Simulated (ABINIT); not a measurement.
# ScAl3 (Pm-3m) in ABINIT: notebook

Aim: see how the results for ScAl3 move with the level of theory and the settings. Levels: PBE, LDA. Tasks: band structure, equation of state.

Program: ABINIT 10.8.3 (patched build). These are calculated values, not measurements. Logs are shortened: lines on timing, memory, paths and dates and some standing lists are left out, and cuts for length are marked. The log counts tension as positive stress, the text compression.

**What was measured.**

From “A Combined Experimental and First-Principles Based Assessment of Finite-Temperature Thermodynamic Properties of Intermetallic Al3Sc”, 2021, pmc:8067998, for a bulk crystal of ScAl3 at 298 K: bulk modulus 91.5 ± 1.1 GPa.

How close the calculation comes is told below.

### Step 1. The crystal as given

It takes space group Pm-3m (No. 221, cubic). Conventional cell: a = 4.088 Å, b = 4.088 Å, c = 4.088 Å, α = 90.00°, β = 90.00°, γ = 90.00°. Sc (site symmetry m-3m) is surrounded by 12 Al at 2.89 Å. Al (site symmetry 4/mmm) has 4 Sc at 2.89 Å and 8 Al at 2.89 Å as nearest neighbours.

The cell is a database's computed one.

### Step 2. Band structure, PBE

run.abi reads:

```
# Datasets: ground state, then fixed potential
ndtset 2

# Pseudopotentials
pp_dirpath "./"
pseudos "Sc.upf, Al.upf"

# Structure
acell 3*1.0 Angstrom
rprim
     4.0878065700     0.0000000000     0.0000000000
     0.0000000000     4.0878065700     0.0000000000
     0.0000000000     0.0000000000     4.0878065700
ntypat 2
znucl 21 13
natom 4
typat 1 2 2 2
xcart
     0.0000000000     0.0000000000     0.0000000000
     3.8624174339     3.8624174339     0.0000000000
     0.0000000000     3.8624174339     3.8624174339
     3.8624174339     0.0000000000     3.8624174339

# Plane-wave basis
ecut 39.0

# Exchange and correlation
ixc 11

# Bands and occupations
occopt 3
tsmear 0.05 eV

# SCF cycle
nstep 100

# Output
iomode 3
prtwf 0
prteig 0
prtebands 0
enunit 1
prtden1 1

# Dataset 1
kptopt1 1
ngkpt1 7 7 7
nshiftk1 1
shiftk1 0.0 0.0 0.0
nband1 14
tolvrs1 1.0e-10

# Dataset 2: bands along G-X-M-G-R-X
iscf2 -2
getden2 1
nband2 18
nbdbuf2 2
tolwfr2 1.0e-12
kptopt2 -5
ndivsm2 8
prteig2 1
kptbounds2
     0.0000000000     0.0000000000     0.0000000000
     0.0000000000     0.5000000000     0.0000000000
     0.5000000000     0.5000000000     0.0000000000
     0.0000000000     0.0000000000     0.0000000000
     0.5000000000     0.5000000000     0.5000000000
     0.0000000000     0.5000000000     0.0000000000
```

Potentials or basis: PseudoDojo NC SR PBE v0.4.1 standard.

On the command line:

```console
> abinit run.abi > log 2>&1
```

run.abo:

```text
.Version 10.8.3 of ABINIT
 DATASET    1 : space group Pm -3 m (#221); Bravais cP (primitive cubic)
================================================================================
 Values of the parameters that define the memory need for DATASET  1.
     intxc =       0    ionmov =       0      iscf =       7    lmnmax =       6
     lnmax =       6     mgfft =      45  mpssoang =       3    mqgrid =    3001
     natom =       4  nloc_mem =       1    nspden =       1   nspinor =       1
    nsppol =       1      nsym =      48    n1xccc =    2501    ntypat =       2
    occopt =       3   xclevel =       2
       mpw =        5397          nfft =       91125          nkpt =          20
================================================================================
================================================================================

 DATASET    2 : space group Pm -3 m (#221); Bravais cP (primitive cubic)
================================================================================
 Values of the parameters that define the memory need for DATASET  2.
     intxc =       0    ionmov =       0      iscf =      -2    lmnmax =       6
     lnmax =       6     mgfft =      45  mpssoang =       3    mqgrid =    3001
     natom =       4  nloc_mem =       1    nspden =       1   nspinor =       1
    nsppol =       1      nsym =      48    n1xccc =    2501    ntypat =       2
    occopt =       3   xclevel =       2
       mpw =        5410          nfft =       91125          nkpt =          53
================================================================================
================================================================================

--------------------------------------------------------------------------------
------------- Echo of variables that govern the present computation ------------
--------------------------------------------------------------------------------
 -outvars: echo values of preprocessed input variables --------
            acell      1.8897261259E+00  1.8897261259E+00  1.8897261259E+00 Bohr
              amu      4.49559100E+01  2.69815390E+01
             ecut      3.90000000E+01 Hartree
           enunit           1
           getden1          0
           getden2          1
             iscf1          7
             iscf2         -2
                       outvar_i_n : Printing only first  50 k-points.
              ixc          11
           jdtset        1    2
                       outvar_i_n : Printing only first  50 k-points.
           kptopt1          1
           kptopt2         -5
         kptrlatt        7    0    0      0    7    0      0    0    7
          kptrlen1     5.40738441E+01
          kptrlen2     3.00000000E+01
            natom           4
            nband1         14
            nband2         18
           nbdbuf1          0
           nbdbuf2          2
           ndtset           2
           ndivsm1          0
           ndivsm2          8
            ngfft          45      45      45
             nkpt1         20
             nkpt2         53
            nstep         100
             nsym          48
           ntypat           2
           occopt           3
        prtebands           0
           prteig1          0
           prteig2          1
            prtwf           0
            rprim      4.0878065700E+00  0.0000000000E+00  0.0000000000E+00
                       0.0000000000E+00  4.0878065700E+00  0.0000000000E+00
                       0.0000000000E+00  0.0000000000E+00  4.0878065700E+00
           shiftk1     0.00000000E+00  0.00000000E+00  0.00000000E+00
           shiftk2     5.00000000E-01  5.00000000E-01  5.00000000E-01
          spgroup         221
           tolvrs1     1.00000000E-10
           tolvrs2     0.00000000E+00
           tolwfr1     0.00000000E+00
           tolwfr2     1.00000000E-12
           tsmear      1.83746611E-03 Hartree
            typat      1  2  2  2
                       outvars : Printing only first  50 k-points.
           xangst      0.0000000000E+00  0.0000000000E+00  0.0000000000E+00
                       2.0439032850E+00  2.0439032850E+00  0.0000000000E+00
                       0.0000000000E+00  2.0439032850E+00  2.0439032850E+00
                       2.0439032850E+00  0.0000000000E+00  2.0439032850E+00
            xcart      0.0000000000E+00  0.0000000000E+00  0.0000000000E+00
                       3.8624174365E+00  3.8624174365E+00  0.0000000000E+00
                       0.0000000000E+00  3.8624174365E+00  3.8624174365E+00
[... 232 lines left out ...]
  3.3155E-01  3.3597E-01  4.4321E-01  4.6029E-01  4.7875E-01  4.7875E-01
[... 343 lines left out ...]
 Non-SCF case, kpt   52 (  0.04545  0.50000  0.04545), residuals and eigenvalues=
  4.48E-13  7.26E-13  7.23E-13  5.52E-13  7.56E-13  4.39E-13  4.63E-13  9.94E-13
  4.97E-13  8.38E-13  5.25E-13  2.32E-13  5.12E-13  8.10E-13  9.81E-13  6.61E-13
  2.48E-11  2.70E-10
 -1.5173E+00 -7.3575E-01 -7.3450E-01 -7.3450E-01 -1.5331E-02  1.5512E-02
  2.1410E-01  2.1763E-01  2.2655E-01  3.0785E-01  3.2315E-01  3.2375E-01
  3.3569E-01  3.5095E-01  3.6379E-01  4.2808E-01  4.3211E-01  4.8128E-01
 Non-SCF case, kpt   53 (  0.00000  0.50000  0.00000), residuals and eigenvalues=
  5.53E-13  5.33E-13  6.05E-13  5.89E-13  5.95E-13  4.05E-13  6.18E-13  8.11E-13
  5.15E-13  6.75E-13  7.22E-13  6.15E-13  8.40E-13  7.17E-13  6.81E-13  5.45E-13
  4.04E-10  1.30E-09
 -1.5173E+00 -7.3576E-01 -7.3448E-01 -7.3448E-01 -1.6450E-02  1.4102E-02
  2.2028E-01  2.2028E-01  2.2907E-01  3.1518E-01  3.2006E-01  3.2006E-01
  3.3341E-01  3.4340E-01  3.6314E-01  4.3128E-01  4.3128E-01  4.7474E-01

--- !ResultsGS
iteration_state: {dtset: 2, }
comment   : Summary of ground state results
lattice_vectors:
- [  7.7248349,   0.0000000,   0.0000000, ]
- [  0.0000000,   7.7248349,   0.0000000, ]
- [  0.0000000,   0.0000000,   7.7248349, ]
lattice_lengths: [   7.72483,    7.72483,    7.72483, ]
lattice_angles: [ 90.000,  90.000,  90.000, ] # degrees, (23, 13, 12)
lattice_volume:   4.6096464E+02
convergence: {deltae:  0.000E+00, res2:  0.000E+00, residm:  9.981E-13, diffor:  0.000E+00, }
etotal    :  -5.54144158E+01
entropy   :   0.00000000E+00
fermie    :   2.80021908E-01
cartesian_stress_tensor: null
pressure_GPa: null
xred      :
- [  0.0000E+00,   0.0000E+00,   0.0000E+00, Sc]
- [  5.0000E-01,   5.0000E-01,   0.0000E+00, Al]
- [  0.0000E+00,   5.0000E-01,   5.0000E-01, Al]
- [  5.0000E-01,   0.0000E+00,   5.0000E-01, Al]
cartesian_forces: null
force_length_stats: {min: null, max: null, mean: null, }
...

 Integrated electronic density in atomic spheres:
 ------------------------------------------------
 Atom  Sphere_radius  Integrated_density
    1        2.00000          8.55513767
    2        2.00000          0.89884057
    3        2.00000          0.89884057
    4        2.00000          0.89884057
================================================================================

 ----iterations are completed or convergence reached----

 Mean square residual over all n,k,spin=   60.017E-14; max=  99.809E-14
 reduced coordinates (array xred) for    4 atoms
       0.000000000000      0.000000000000      0.000000000000
       0.500000000000      0.500000000000      0.000000000000
       0.000000000000      0.500000000000      0.500000000000
       0.500000000000      0.000000000000      0.500000000000

 cartesian coordinates (angstrom) at end:
    1      0.00000000000000     0.00000000000000     0.00000000000000
    2      2.04390328500000     2.04390328500000     0.00000000000000
    3      0.00000000000000     2.04390328500000     2.04390328500000
    4      2.04390328500000     0.00000000000000     2.04390328500000
 length scales=  1.889726125908  1.889726125908  1.889726125908 bohr
              =  1.000000000000  1.000000000000  1.000000000000 angstroms
 Eigenvalues (   eV  ) for nkpt=  53  k points:
 kpt#   1, nband= 18, wtk=  1.00000, kpt=  0.0000  0.0000  0.0000 (reduced coord)
 -41.29005  -19.98873  -19.98873  -19.98873   -2.31483    5.09056    5.09056    5.89262
   5.89262    5.89262    8.98430    9.01055    9.01055    9.01055   12.48137   12.48137
  12.99154   12.99154
 kpt#   2, nband= 18, wtk=  1.00000, kpt=  0.0000  0.0625  0.0000 (reduced coord)
 -41.29000  -19.98996  -19.98863  -19.98863   -2.27882    4.70499    5.11891    5.89738
   5.89738    6.17628    8.98785    8.98785    9.02198    9.14210   12.06037   12.52501
  13.02746   13.02746
 kpt#   3, nband= 18, wtk=  1.00000, kpt=  0.0000  0.1250  0.0000 (reduced coord)
 -41.28986  -19.99347  -19.98835  -19.98835   -2.17123    4.02997    5.20304    5.91065
   5.91065    6.58770    8.92880    8.92880    9.05503    9.55432   11.42393   12.66827
  13.07869   13.07869
 kpt#   4, nband= 18, wtk=  1.00000, kpt=  0.0000  0.1875  0.0000 (reduced coord)
 -41.28965  -19.99871  -19.98794  -19.98794   -1.99334    3.30248    5.33991    5.92958
   5.92958    6.98288    8.85458    8.85458    9.10584   10.06355   10.76774   12.95294
  12.98117   12.98117
 kpt#   5, nband= 18, wtk=  1.00000, kpt=  0.0000  0.2500  0.0000 (reduced coord)
[... 181 lines left out ...]
   5.77066    7.18222    9.19137    9.41821    9.85925    9.97820   10.11127   11.26882
  11.98190   14.16680
 kpt#  51, nband= 18, wtk=  1.00000, kpt=  0.0909  0.5000  0.0909 (reduced coord)
 -41.28856  -20.02026  -19.98851  -19.98823   -0.32585    0.53617    5.43755    5.73381
   5.99140    7.79697    9.07245    9.24558    9.32103    9.76772    9.97285   11.43505
  11.83195   13.57317
 kpt#  52, nband= 18, wtk=  1.00000, kpt=  0.0455  0.5000  0.0455 (reduced coord)
 -41.28871  -20.02079  -19.98677  -19.98669   -0.41717    0.42211    5.82594    5.92215
   6.16486    8.37710    8.79338    8.80982    9.13456    9.54977    9.89923   11.64867
  11.75820   13.09628
 kpt#  53, nband= 18, wtk=  1.00000, kpt=  0.0000  0.5000  0.0000 (reduced coord)
 -41.28876  -20.02097  -19.98616  -19.98616   -0.44762    0.38374    5.99406    5.99406
   6.23331    8.57650    8.70936    8.70936    9.07245    9.34426    9.88167   11.73561
  11.73561   12.91837

== END DATASET(S) ==============================================================
================================================================================

 -outvars: echo values of variables after computation  --------
            acell      1.8897261259E+00  1.8897261259E+00  1.8897261259E+00 Bohr
           etotal1    -5.5414415807E+01
            fcart1    -0.0000000000E+00 -0.0000000000E+00 -0.0000000000E+00
                      -0.0000000000E+00 -0.0000000000E+00 -0.0000000000E+00
                      -0.0000000000E+00 -0.0000000000E+00 -0.0000000000E+00
                      -0.0000000000E+00 -0.0000000000E+00 -0.0000000000E+00
            rprim      4.0878065700E+00  0.0000000000E+00  0.0000000000E+00
                       0.0000000000E+00  4.0878065700E+00  0.0000000000E+00
                       0.0000000000E+00  0.0000000000E+00  4.0878065700E+00
           strten1    -3.1294890995E-05 -3.1294890995E-05 -3.1294890995E-05
                       0.0000000000E+00  0.0000000000E+00  0.0000000000E+00
           xangst      0.0000000000E+00  0.0000000000E+00  0.0000000000E+00
                       2.0439032850E+00  2.0439032850E+00  0.0000000000E+00
                       0.0000000000E+00  2.0439032850E+00  2.0439032850E+00
                       2.0439032850E+00  0.0000000000E+00  2.0439032850E+00
             xred      0.0000000000E+00  0.0000000000E+00  0.0000000000E+00
                       5.0000000000E-01  5.0000000000E-01  0.0000000000E+00
                       0.0000000000E+00  5.0000000000E-01  5.0000000000E-01
                       5.0000000000E-01  0.0000000000E+00  5.0000000000E-01
 Calculation completed.
```

Wall time 3 min (1 thread of Arm Neoverse V2, shared host); peak memory 0.15 GiB.

Results:

```yaml
Free_energy: -1507.9031 eV
Pressure: 0.9 GPa
Band_gap_on_the_k_mesh: none (metal or under the smearing width)
Valence_electrons_inside_the_program's_atomic_spheres: Sc 8.56; Al 0.90
```

Levels at the corners of the path, in eV from the Fermi level:
| point | band 8 | band 9 | band 10 | band 11 | band 12 | band 13 |
| --- | --- | --- | --- | --- | --- | --- |
| Γ | -1.73 | -1.73 | -1.73 | 1.36 | 1.39 | 1.39 |
| X | -1.63 | -1.39 | 0.96 | 1.09 | 1.09 | 1.45 |
| M | -4.27 | -0.45 | -0.45 | 1.30 | 1.47 | 2.17 |
| Γ | -1.73 | -1.73 | -1.73 | 1.36 | 1.39 | 1.39 |
| R | -4.38 | -2.88 | -2.88 | -2.88 | 1.05 | 2.70 |
| X | -1.63 | -1.39 | 0.96 | 1.09 | 1.09 | 1.45 |

(Continued in part 2 of 2.)
